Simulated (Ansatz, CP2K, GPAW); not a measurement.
One calculation of AlCu, 3 ways

```
Cu Al
1.0
     2.99751    0.00000    0.00000
     0.00000    2.99751    0.00000
     0.00000    0.00000    2.99751
Cu Al
1 1
Direct
  0.50000 0.50000 0.50000
  0.00000 0.00000 0.00000
```

The cell comes from a database or a generator and needn't be the stable form of this composition.

Alike in all runs: task band structure; functional LDA; k mesh 9 × 9 × 9; occupations fermi-dirac, width 0.05 eV; no spin polarisation; no spin-orbit coupling. LDA stands for any of its common fits. Pressure is positive in compression and, in plane waves, holds the error of the finite cutoff.

```csv
program and potentials,plane-wave cutoff (eV),notes,pressure (GPa)
"CP2K, GTH_POTENTIALS Cu GTH-PADE-q11, Al GTH-PADE-q3; TZVP-MOLOPT-PBE-GTH basis",-,atomic basis,-7.66
"GPAW, the program's PAW data sets (release 1.2.1) made for this functional",600,this data set often lies off other programs,-7.98
"Ansatz, all-electron LAPW, scalar-relativistic",-,-,-8.48
```

The pressure spans -8.48 (Ansatz, all-electron LAPW, scalar-relativistic) to -7.66 GPa (CP2K, GTH_POTENTIALS Cu GTH-PADE-q11, Al GTH-PADE-q3; TZVP-MOLOPT-PBE-GTH basis), with all-electron results at -8.48. Rows in atomic bases carry the error of their basis and grid, which can be large.

The functional is the same throughout but for its coding, so the spread measures potentials, basis and numerics; runs on potential files found faulty are left out.
